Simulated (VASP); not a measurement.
# Settings for Cu: self-consistent run

Cu, I4/mmm (no. 139), 1 atom in the cell. PBE, DFT+U; PAW potentials Cu (PBE set). VASP 6.6.1.

Wanted: stress within 0.2 GPa.

What the run is for: stress; Accuracy asked: standard.

POSCAR:
```
Cu
1.0
    0.0000000000      1.8075000000      1.8255750000
    1.8075000000      0.0000000000      1.8255750000
    1.8075000000      1.8075000000      0.0000000000
Cu
1
Direct
    0.0000000000      0.0000000000      0.0000000000
```

The series start from Plane-wave cutoff (eV): 380; Smearing width (eV): 0.03; k-point mesh: 17 × 17 × 17; Precision mode (PREC): Accurate; Electronic threshold (eV): 1e-6; Bands in all (NBANDS): 15; Aspherical gradient terms in the spheres (LASPH): yes; Highest l that the mixer handles (LMAXMIX): 4; Electronic algorithm: ALGO=Normal; Density mixing: defaults; Use of symmetry (ISYM): defaults. Each series keeps the choices made before it, and each single choice may use up half of a tolerance.

## Plane-wave cutoff (eV)

| Plane-wave cutoff (eV) | Stress, largest deviation (GPa) | SCF iterations | Time (s) |
|---|---|---|---|
| 240 | 52.55 | 11 | 14 |
| 300 | 1.34 | 11 | 17 |
| 340 | 0.05 | 11 | 20 |
| 380 | 0.91 | 11 | 19 |
| 440 | 0.76 | 11 | 28 |
| 520 | 0.09 | 12 | 37 |
| 620 (reference) | 0.00 | 12 | 54 |

Chosen: 520, the loosest value from which every tighter one stays within half of the tolerance.

## Smearing width (eV)

| Smearing width (eV) | Stress, largest deviation (GPa) | SCF iterations | Time (s) |
|---|---|---|---|
| 0.15 | 0.12 | 12 | 37 |
| 0.1 | 0.13 | 12 | 36 |
| 0.07 | 0.11 | 12 | 36 |
| 0.05 | 0.07 | 12 | 36 |
| 0.03 | 0.03 | 12 | 37 |
| 0.02 (reference) | 0.00 | 12 | 37 |

Chosen: 0.05.

## k-point mesh

| k-point mesh | Stress, largest deviation (GPa) | SCF iterations | Time (s) |
|---|---|---|---|
| 6 × 6 × 6 | 1.85 | 12 | 3.7 |
| 7 × 7 × 7 | 0.69 | 12 | 4.6 |
| 9 × 9 × 9 | 0.61 | 12 | 7.6 |
| 11 × 11 × 11 | 0.56 | 12 | 12 |
| 14 × 14 × 14 | 0.25 | 12 | 22 |
| 17 × 17 × 17 | 0.07 | 12 | 36 |
| 21 × 21 × 21 | 0.08 | 12 | 64 |
| 25 × 25 × 25 (reference) | 0.00 | 12 | 108 |

Chosen: 17 × 17 × 17.

## Precision mode (PREC)

| Precision mode (PREC) | Stress, largest deviation (GPa) | SCF iterations | Time (s) |
|---|---|---|---|
| SingleN | 0.23 | 12 | 20 |
| Normal | 0.04 | 12 | 18 |
| Single | 0.11 | 12 | 36 |
| Accurate (reference) | 0.00 | 12 | 36 |

Chosen: Accurate; the one before it in the list is off by more than half of the tolerance.

## Electronic threshold (eV)

| Electronic threshold (eV) | Stress, largest deviation (GPa) | SCF iterations | Time (s) |
|---|---|---|---|
| 0.001 | 1.07 | 9 | 26 |
| 0.0001 | 0.50 | 10 | 31 |
| 1e-5 | 0.44 | 10 | 31 |
| 1e-6 | 0.02 | 12 | 36 |
| 1e-7 | 0.00 | 13 | 40 |
| 1e-8 (reference) | 0.00 | 14 | 45 |

Chosen: 1e-6.

## Bands in all (NBANDS)

| Bands in all (NBANDS) | Stress, largest deviation (GPa) | SCF iterations | Time (s) |
|---|---|---|---|
| 7 | 0.00 | 12 | 24 |
| 8 | 0.00 | 12 | 28 |
| 10 | 0.00 | 12 | 31 |
| 12 | 0.00 | 12 | 36 |
| 15 | 0.01 | 12 | 36 |
| 24 (reference) | 0.00 | 12 | 71 |

Chosen: 7.

## Aspherical gradient terms in the spheres (LASPH)

| Aspherical gradient terms in the spheres (LASPH) | Stress, largest deviation (GPa) | SCF iterations | Time (s) |
|---|---|---|---|
| no | 0.00 | 12 | 19 |
| yes (reference) | 0.00 | 12 | 24 |

Chosen: no.

## Highest l that the mixer handles (LMAXMIX)

| Highest l that the mixer handles (LMAXMIX) | Stress, largest deviation (GPa) | SCF iterations | Time (s) |
|---|---|---|---|
| 2 | 0.00 | 12 | 18 |
| 4 | 0.00 | 12 | 19 |
| 6 (reference) | 0.00 | 12 | 17 |

Chosen: 2.

## Electronic algorithm

| Electronic algorithm | Stress, largest deviation (GPa) | SCF iterations | Time (s) |
|---|---|---|---|
| ALGO=Normal | 0.00 | 12 | 18 |
| ALGO=Fast | 1.17 | 14 | 23 |
| ALGO=VeryFast | 0.52 | 19 | 29 |
| ALGO=All ISEARCH=1 | 0.02 | 17 | 24 |
| ALGO=All ISEARCH=0 | 0.02 | 17 | 23 |
| ALGO=Damped TIME=0.4 | 0.07 | 24 | 26 |
| ALGO=Damped TIME=0.1 | 0.38 | 38 | 38 |

Chosen: ALGO=Normal; no other choice that stays within half of the tolerance saves 30 % of the time.

## Density mixing

| Density mixing | Stress, largest deviation (GPa) | SCF iterations | Time (s) |
|---|---|---|---|
| defaults | 0.00 | 12 | 18 |
| AMIN=0.01 | 0.00 | 12 | 17 |
| INIMIX=0 | 0.01 | 11 | 16 |
| WC=0 | 0.18 | 12 | 16 |
| MIXPRE=2 | 0.02 | 12 | 16 |
| BMIX=2.0 | 0.01 | 13 | 18 |
| BMIX=0.0001 | 0.01 | 11 | 15 |

Chosen: BMIX=0.0001; it saves 3.0 s of 18, so defaults would do nearly as well.

## Use of symmetry (ISYM)

| Use of symmetry (ISYM) | Stress, largest deviation (GPa) | SCF iterations | Time (s) |
|---|---|---|---|
| defaults | 0.00 | 11 | 15 |
| ISYM=1 | 0.00 | 11 | 15 |
| ISYM=0 | 0.00 | 11 | 86 |
| ISYM=-1 | 0.00 | 11 | 170 |

Chosen: defaults.

## All choices together

| Input | Stress, largest deviation (GPa) | Time (s) |
|---|---|---|
| the program's defaults (naive) | 2.91 | 1.0 |
| chosen settings | 0.18 | 15 |
| reference settings throughout | 0.00 | 299 |

The tolerance is met.

Values of the reference run: Stress: -0.5079, 0, 0, 0, -0.5079, 0, 0, 0, -0.8784 GPa.

## The input

INCAR:
```
GGA = PE
LDAU = True
LDAUTYPE = 2
LDAUL = 2
LDAUU = 4
LDAUJ = 0
ISMEAR = -1
SIGMA = 0.05
LWAVE = False
LCHARG = False
ISIF = 2
PREC = Accurate
LASPH = False
LREAL = False
ALGO = Normal
EDIFF = 1E-6
NELM = 200
GGA_COMPAT = False
ENCUT = 520
LMAXMIX = 2
NBANDS = 7
BMIX = 1E-4
```

KPOINTS:
```
Automatic mesh
0
Gamma
  17 17 17
  0 0 0
```

Commands:
```
cat potpaw_PBE.64/Cu/POTCAR > POTCAR
mpirun -np 1 vasp_std > vasp.out
```

The chosen input took VASP 6.6.1 15 s on 1 core (AMD EPYC 9R45 (Zen 5)), a shared host.

## An input that fails: mixing far too strong

VASP's message: ERROR FEXCP: supplied Exchange-correletion table is too small, maximal index : 3844.

Changes against the starting input:
```
- NELM = 200
+ NELM = 97
+ IMIX = 1
+ AMIX = 1.5
+ BMIX = 0.0001
```
